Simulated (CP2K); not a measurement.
BN:

```xyz
4
Lattice="2.4982 0.0000 0.0000 -1.2491 2.1635 0.0000 0.0000 0.0000 6.6357" Properties=species:S:1:pos:R:3 pbc="T T T"
N     1.2491    0.7212    1.6589
N     0.0000    1.4424    4.9768
B     1.2491    0.7212    4.9768
B     0.0000    1.4424    1.6589
```

Base run:

* Program: CP2K 2026.2
* Functional: RPBE
* Potentials or basis: POTENTIAL_UZH N GTH-PBE-q5, B GTH-PBE-q3; TZVP-MOLOPT-PBE-GTH basis
* Density cutoff: 9184 eV
* k mesh: 12 × 12 × 4
* Occupations: fermi-dirac, width 0.05 eV
* Spin: no spin polarisation

Its results: band gap on the k mesh 4.40 eV, indirect (least direct gap 4.69 eV); pressure 6.3 GPa.

Task: After a change of settings the same cell gave: band gap on the k mesh 4.30 eV, indirect (least direct gap 4.65 eV); pressure 5.2 GPa. Which change was it?
A. functional from RPBE to PBE
B. functional from RPBE to MS2
C. functional from RPBE to optB88-vdW
D. functional from RPBE to LDA

Result: A.

PBE binds more tightly than RPBE, so the same cell stands under less pressure.

Caveats: this functional lacks dispersion, which binds the layers, so the pressure and a relaxed spacing across them are unreliable; the basis of atomic orbitals isn't converged, which shifts pressures, moduli and gaps; the potentials were made for another functional, which shifts forces and pressure (some runs).
